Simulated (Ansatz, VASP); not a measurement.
Fe in VASP and in Ansatz

Contents of INCAR:

```
PREC     = Accurate       # precision mode
ENCUT    = 520            # plane-wave cutoff, eV
EDIFF    = 1E-6           # SCF threshold, eV
ISMEAR   = -1             # smearing method
SIGMA    = 0.05           # smearing width, eV
LREAL    = False          # projectors in reciprocal space
LASPH    = True           # aspherical terms in the spheres
NELM     = 150            # most SCF steps
ALGO     = Normal         # electronic algorithm
ISIF     = 2              # what is computed and relaxed
LWAVE    = False          # write WAVECAR
LCHARG   = True           # write CHGCAR
ISPIN    = 2              # spin polarisation
MAGMOM   = 2.5 2.5        # initial moments
LORBIT   = 11             # projections on sites
LMAXMIX  = 4              # l up to which the mixer works
GGA      = PE             # functional
LELF     = True           # ELF
LVHAR    = True         
NBANDS   = 19             # bands
```

File KPOINTS:

```
Automatic mesh
0
Gamma
  18 18 18
```

POSCAR

```
Fe
1.0
   -2.2912415296      2.2912415296      1.2223578945
    2.2912415296     -2.2912415296      1.2223578945
    2.2912415296      2.2912415296     -1.2223578945
Fe
2
Direct
   -0.3750000000     -0.1250000000     -0.2500000000
    0.3750000000      0.1250000000      0.2500000000
```

Input for Ansatz:

```yaml
crystal:
  lattice:
    - [-2.2912415296, 2.2912415296, 1.2223578945]
    - [2.2912415296, -2.2912415296, 1.2223578945]
    - [2.2912415296, 2.2912415296, -1.2223578945]
  atoms:
    - { symbol: Fe, position: [-0.375, -0.125, -0.25], spin: 2.5 }
    - { symbol: Fe, position: [0.375, 0.125, 0.25], spin: 2.5 }
magnetization:
  spin_polarized: true
kpoints:
  mp_grid: { grid: [18, 18, 18] }
  band_path:
    path:
      - [0.0, 0.0, 0.0]
      - [0.0, 0.0, 0.5]
      - [-0.5, 0.5, 0.5]
      - [0.0, 0.0, 0.0]
      - [0.3211532968, 0.3211532968, -0.3211532968]
      - [-0.3211532968, 0.6788467032, 0.3211532968]
      - [-0.5, 0.5, 0.5]
      - [0.0, 0.0, 0.5]
      - [0.25, 0.25, 0.25]
    npoints: 14
scf:
  occupations: { method: fermi_dirac, width: 0.05 }
hamiltonian:
  xc: pbe
  pseudopotentials: { kind: all_electron, lapw: { basis_error: 0.001 } }
output:
  forces: true
  stress: true
  eigenvalues: true
  populations: true
  dos: { projected: true, de: 0.2, e_range: [-14, 8] }
```

This isn't the form of Fe at room conditions, which is bcc.

Alike in both runs: task single point; functional PBE; k mesh 18 × 18 × 18; occupations fermi-dirac, width 0.05 eV; collinear spin.

```csv
,VASP,Ansatz
version,VASP 6.6.1,Ansatz 0.2.0
potentials or method,"VASP PAW PBE potentials, release 64 (Fe)","all-electron LAPW, scalar-relativistic"
plane-wave cutoff (eV),520,see its input
```

|  | VASP | Ansatz | Ansatz less VASP |
| --- | --- | --- | --- |
| pressure (GPa) | -0.1 | -0.2 | -0.08 |
| largest component of the traceless stress (GPa) | 0.07 | 0.06 | -0.016 |
| net moment per atom (μB) | 2.53 | 2.50 | -0.027 |
| size of the moment on the site where the two differ most (μB) | 2.51 | 2.52 | +0.008 |

Site moments also hang on the region over which each program counts them. Ansatz ran all-electron here, so the differences hold the error of VASP's frozen core and of both bases.
